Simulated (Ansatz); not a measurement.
# BaTe: band gap under strain

How does strain move the band edges of rocksalt BaTe, and do the functionals agree on it? States: +5.1 % equal strain in all directions; -2.1 % strain along x alone; +5.0 % biaxial strain in x and y, free along z.

Code: Ansatz 0.2.0. PAW datasets, plane waves. Spin-unpolarised throughout; all numbers are computed.

## 1. Starting point

The unstrained cell was relaxed with r2SCAN; in each strained cell the atoms were relaxed again with r2SCAN. Names of k-points are those of the unstrained zone, where strain can split equivalent points. First state: +5.1 % equal strain in all directions.

The symmetry is Fm-3m (No. 225, cubic); a = 7.426 Å in the conventional setting, 51.18 Å³ an atom. Around Ba lie 6 Te at 3.71 Å; around Te lie 6 Ba at 3.71 Å.

The structure in full:

```cif
data_structure
_symmetry_space_group_name_H-M 'Fm-3m'
_symmetry_Int_Tables_number 225
_cell_length_a 7.4258
_cell_length_b 7.4258
_cell_length_c 7.4258
_cell_angle_alpha 90.000
_cell_angle_beta 90.000
_cell_angle_gamma 90.000
_cell_volume 409.47
loop_
_atom_site_label
_atom_site_type_symbol
_atom_site_symmetry_multiplicity
_atom_site_Wyckoff_symbol
_atom_site_fract_x
_atom_site_fract_y
_atom_site_fract_z
_atom_site_occupancy
Ba1 Ba 4 a 0.00000 0.00000 0.00000 1
Te1 Te 4 b 0.50000 0.00000 0.00000 1
```

## 2. +5.1 % equal strain in all directions: PBE

input.yaml reads:

```yaml
crystal:
  lattice:
    - [0.0, 3.7128918017, 3.7128918017]
    - [3.7128918017, 0.0, 3.7128918017]
    - [3.7128918017, 3.7128918017, 0.0]
  atoms:
    - { symbol: Ba, position: [0.0, 0.0, 0.0] }
    - { symbol: Te, position: [0.5, 0.5, 0.5] }
kpoints:
  mp_grid: { grid: [6, 6, 6] }
  band_path:
    path:
      - [0.0, 0.0, 0.0]
      - [0.5, 0.0, 0.5]
      - [0.625, 0.25, 0.625]
      - [0.375, 0.375, 0.75]
      - [0.5, 0.5, 0.5]
      - [0.5, 0.25, 0.75]
    npoints: 1
hamiltonian:
  xc: pbe
scf:
  occupations: { method: fermi_dirac, width: 0.02 }
  n_extra_bands: 4
output:
  forces: true
  stress: true
  eigenvalues: true
```

The runs that follow: +5.1 % equal strain in all directions: r2SCAN; +5.1 % equal strain in all directions: HSE06; -2.1 % strain along x alone: PBE; -2.1 % strain along x alone: r2SCAN; -2.1 % strain along x alone: HSE06; +5.0 % biaxial strain in x and y, free along z: PBE; +5.0 % biaxial strain in x and y, free along z: r2SCAN; +5.0 % biaxial strain in x and y, free along z: HSE06.

What does the calculation give?

**Answer**, as computed:

Least gap in eV (negative: overlap):

```
                                         state   PBE  r2SCAN  HSE06
         +5.1 % equal strain in all directions  1.88    2.22   2.58
                   -2.1 % strain along x alone  1.58    1.92   2.27
+5.0 % biaxial strain in x and y, free along z  1.72    2.06   2.43
```

In words: Where both were run, the HSE06 gap lies +0.69 to +0.71 eV from PBE's, each on its own k points. In PBE the gap is least under -2.1 % strain along x alone (1.58 eV) and largest under +5.1 % equal strain in all directions (1.88 eV). Spin-orbit coupling is left out of the table, though the cell holds Ba (Z = 56).
